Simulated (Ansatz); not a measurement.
A plane-wave DFT run in Ansatz 0.2.0 (scalar-relativistic PAW potentials unless the input names others): input and command.

```yaml
crystal:
  lattice:
    - [3.4004404849, 0.0, 0.0]
    - [-1.7002202425, 2.9448678439, 0.0]
    - [0.0, 0.0, 5.9289927193]
  atoms:
    - { symbol: Ti, position: [0.0, 0.0, 0.0] }
    - { symbol: S, position: [0.3333333333, 0.6666666667, 0.239933135] }
    - { symbol: S, position: [0.6666666667, 0.3333333333, 0.760066865] }
basis:
  ecutwfc: 420
kpoints:
  mp_grid: { grid: [15, 15, 10] }
hamiltonian:
  xc: pbe
  dispersion: d3bj
  pseudopotentials: { kind: paw, source: jth }
scf:
  occupations: { method: gaussian, width: 0.1 }
output:
  forces: true
  eigenvalues: true
  stress: true
```

```bash
ansatz run input.yaml --threads 1 --pin off --max-ram 2560MiB --backend cpu --events-out ev --progress --plain --runs-dir out
```

Abridged log:
```
Warning: basis.ecutwfc = 420 eV is below the records' recommended 1230 eV, and the density's cutoff is lower with it unless basis.ecutrho_ratio is high enough to keep the records' density cutoff: compare with a run at a higher cutoff
Warning: <dir> the checks of this Ti dataset prove no rule for summing its radial tables, as where they were carried onto another mesh than they were made on, and Gregory's rule is taken, under which a leading mesh point left out moves its sums only by what lay on the interval it spanned. ...
Warning: <dir> the checks of this S dataset prove no rule for summing its radial tables, as where they were carried onto another mesh than they were made on, and Gregory's rule is taken, under which a leading mesh point left out moves its sums only by what lay on the interval it spanned. ...
Basis set: ecut = 420 eV, 1159 PW (Γ), exchange–correlation on 48×48×80 points (8 copies of the dense FFT grid, shifted against one another)
Bands: 16, of which v1, the nominal top of the filled ones, is band 12 counted from 1 (11 counted from 0)
Symmetry: 12 space group operations
k-points: 238 of 2250
SCF iter   1: F=—  HF=-4309.365535 eV  |F-HF|=—  |Δ(HF+E_count)|=         —  Δρ=7.09e-2  dr2=3.76e0  ethr=3.10e-3  ⟨swp⟩=9.9  Hψ=31803  notcnv=0
SCF iter   2: F=—  HF=-4308.458440 eV  |F-HF|=—  |Δ(HF+E_count)|=   9.07e-1  Δρ=3.49e-2  dr2=1.20e0  ethr=3.10e-3  ⟨swp⟩=4.3  Hψ=12306  notcnv=0
SCF iter   3: F=—  HF=-4308.260594 eV  |F-HF|=—  |Δ(HF+E_count)|=   1.98e-1  Δρ=1.91e-2  dr2=1.00e-1  ethr=3.10e-3  ⟨swp⟩=2.5  Hψ=6318  notcnv=0
SCF iter   4: F=—  HF=-4308.251227 eV  |F-HF|=—  |Δ(HF+E_count)|=   9.37e-3  Δρ=2.35e-3  dr2=2.24e-3  ethr=4.17e-4  ⟨swp⟩=2.4  Hψ=5927  notcnv=0
SCF iter   5: F=—  HF=-4308.251453 eV  |F-HF|=—  |Δ(HF+E_count)|=   2.26e-4  Δρ=6.62e-4  dr2=1.99e-4  ethr=9.32e-6  ⟨swp⟩=2.8  Hψ=6207  notcnv=0
SCF iter   6: F=—  HF=-4308.251424 eV  |F-HF|=—  |Δ(HF+E_count)|=   2.94e-5  Δρ=3.32e-4  dr2=8.37e-5  ethr=8.28e-7  ⟨swp⟩=2.5  Hψ=6397  notcnv=0
SCF iter   7: F=—  HF=-4308.250431 eV  |F-HF|=—  |Δ(HF+E_count)|=   9.92e-4  Δρ=1.39e-4  dr2=1.25e-5  ethr=3.49e-7  ⟨swp⟩=2.5  Hψ=5656  notcnv=0
SCF iter   8: F=-4308.250428 eV  HF=-4308.250428 eV  |F-HF|=3.73e-8  |Δ(HF+E_count)|=   3.67e-6  Δρ=9.04e-6  dr2=4.53e-8  ethr=4.17e-10  ⟨swp⟩=8.4  Hψ=27881  notcnv=0
SCF 1 converged in 8 iterations: F = -4308.250428 eV  dr2 = 4.53e-8
SCF converged after 8 iterations
Free energy (F): -4308.250428 eV
Harris-Foulkes:  -4308.250428 eV  (|F-HF|=3.73e-8)
Internal energy: -4308.249025 eV  (E = F + TS)
E sigma→0 (E₀):  -4308.249727 eV
Entropy (-TS):   -0.001402 eV (-0.467 meV/atom)
Fermi energy:    7.469711 eV
  E_disp       = -1.111068  (pairwise vdW)
--- Forces (eV/Å), atoms counted from 1 ---
  atom   1  Ti     0.00000000     0.00000000     0.00000000
  atom   2  S      0.00000000     0.00000000     0.00701843
  atom   3  S      0.00000000     0.00000000    -0.00701843
--- Stress (GPa, compression-positive) ---
       -2.055131       0.000000       0.000000
        0.000000      -2.055131       0.000000
        0.000000       0.000000      -2.127824
  P = ⅓ Tr σ = -2.0794 GPa (-20.794 kbar)
```

Apart from outputs, empty bands and the relaxation, which only the reference makes, the input differs from a reference run on usual settings in hamiltonian.pseudopotentials: not typed → {"kind": "paw", "source": "jth"}; kpoints.mp_grid.grid: [12, 12, 8] → [15, 15, 10]. The reference, at the same geometry, ended its own course with pressure -2.25 GPa, largest force 0.002 eV/Å, no gap on the mesh. This run converged in 8 SCF iterations with a total energy on another zero, pressure -2.08 GPa, largest force 0.007 eV/Å, no gap on the mesh. Its cutoff is looser than usual. The Hamiltonian differs as well, so the change in the result can't be put down to that alone.

Time: 14 s on 1 thread of Arm Neoverse V1, with other jobs on the host, peak memory 0.42 GiB.